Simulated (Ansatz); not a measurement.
# TiSi2: the cost of one run

Computed with Ansatz 0.2.0 (DFT PBEsol, scalar-relativistic, plane waves, PAW, unless a step's input says otherwise).

1 further run of the same task is left out (set aside as unsound or not needed).

### Step 1. The structure to begin with

Symmetry: Fddd, No. 70, orthorhombic system. The conventional cell has a = 4.762 Å, b = 8.182 Å, c = 8.496 Å, α = 90.00°, β = 90.00°, γ = 90.00°. Ti (site symmetry 222) has 10 Si at 2.53 to 2.75 Å as nearest neighbours. Si (site symmetry 2) has 5 Si at 2.52 to 2.77 Å and 5 Ti at 2.53 to 2.75 Å as nearest neighbours.

As a file:

```cif
data_structure
_symmetry_space_group_name_H-M 'P 1'
_symmetry_Int_Tables_number 1
_cell_length_a 5.8977
_cell_length_b 4.8698
_cell_length_c 4.7334
_cell_angle_alpha 75.764
_cell_angle_beta 53.163
_cell_angle_gamma 51.073
_cell_volume 82.75
loop_
_atom_site_label
_atom_site_type_symbol
_atom_site_fract_x
_atom_site_fract_y
_atom_site_fract_z
_atom_site_occupancy
Ti1 Ti 0.75000 0.75000 0.75000 1
Ti2 Ti 0.50000 0.50000 0.50000 1
Si1 Si 0.08617 0.41383 0.08617 1
Si2 Si 0.41383 0.08617 0.41383 1
Si3 Si 0.16383 0.83617 0.16383 1
Si4 Si 0.83617 0.16383 0.83617 1
```

This cell was relaxed beforehand with the same method: volume 13.79 Å³/atom, gap on the mesh none (metal).

### Step 2. Static run: bands, density of states and charges

Input file input.yaml:

```yaml
crystal:
  lattice:
    - [0.0, 4.0910612951, 4.2480470632]
    - [2.3808780425, 0.0, 4.2480470632]
    - [2.3808780425, 4.0910612951, 0.0]
  atoms:
    - { symbol: Ti, position: [0.75, 0.75, 0.75] }
    - { symbol: Ti, position: [0.5, 0.5, 0.5] }
    - { symbol: Si, position: [0.0861670623, 0.4138329377, 0.0861670623] }
    - { symbol: Si, position: [0.4138329377, 0.0861670623, 0.4138329377] }
    - { symbol: Si, position: [0.1638329377, 0.8361670623, 0.1638329377] }
    - { symbol: Si, position: [0.8361670623, 0.1638329377, 0.8361670623] }
basis:
  ecutwfc: 420
kpoints:
  mp_grid: { grid: [10, 10, 10] }
  band_path:
    path:
      - [[0.0, 0.0, 0.0], [0.5, 0.0, 0.5], [1.0, 0.5, 0.5], [0.5, 0.5, 0.0], [0.0, 0.0, 0.0], [0.0, 0.4132025, 0.4132025]]
      - [[1.0, 0.5867975, 0.5867975], [1.0, 0.5, 0.5]]
      - [[0.5, 0.0, 0.5], [0.5, 0.24385752, 0.74385752]]
      - [[0.5, 0.75614248, 0.25614248], [0.5, 0.5, 0.0]]
    npoints: 14
hamiltonian:
  xc: pbesol
scf:
  occupations: { method: gaussian, width: 0.1 }
  n_extra_bands: 15
output:
  forces: true
  stress: true
  eigenvalues: true
  populations: true
  dos: { projected: true, de: 0.02, nscf_kmesh: { grid: [15, 15, 15] } }
  bader: true
  write_density: true
  write_potential: true
  elf: true
  volumetric_format: npy
```

The run is started by

```sh
$ ansatz run input.yaml --threads 1 --pin off --max-ram 2560MiB --backend cpu --events-out ev --progress --plain --runs-dir out
```

What time and memory should one allow on 1 thread of Intel Xeon Platinum 8259CL at 2.50GHz (Skylake/Cascade Lake), shared host?

About 4.3 min, with a peak of 1.1 GiB.
